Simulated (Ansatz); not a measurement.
**B: before and after**

Level of theory: DFT PBE, scalar-relativistic, plane waves, PAW in Ansatz 0.2.0. Settings: cutoff 420 eV, Γ-centred meshes no coarser than 0.19 Å⁻¹ for metals and 0.3 Å⁻¹ for insulators (2π included), Gaussian smearing.

The start was the N type (Pnma, No. 62), relaxed within its symmetry, which ended in Cmmm (No. 65). A cell of 8 atoms (8 times the primitive one) was then disturbed at random, relaxed without symmetry and relaxed once more on a fine mesh. For metals, differences of a few meV/atom aren't resolved.

Before:

Space group Cmmm (No. 65). a = 2.077 Å, b = 2.935 Å, c = 2.160 Å, α = 90.00°, β = 90.00°, γ = 90.00°
```json
{"atom": "B", "site": "2c", "symmetry": "mmm", "x": "0.5000", "y": "0.0000", "z": "0.5000"}
```

After:

```
B
1.0
     1.63079   -2.56207    0.00000
     1.63079    2.56207    0.00000
    -0.92544    0.00000    1.60856
B
2
Direct
  0.33052 0.66948 0.50000
  0.66948 0.33052 0.50000
```

Task: Is this a distortion of the same structure or a reconstruction, and what lowers the energy?

Result: A reconstruction, from Cmmm (No. 65) to C2/m (No. 12). Each B has on average 7 B contacts in place of 8, shorter on average (1.96 → 1.85 Å).

Task: What does it gain?

Result: 612 meV/atom, with the volume going from 6.58 to 6.72 Å³/atom.

This form isn't the element's structure at ambient conditions.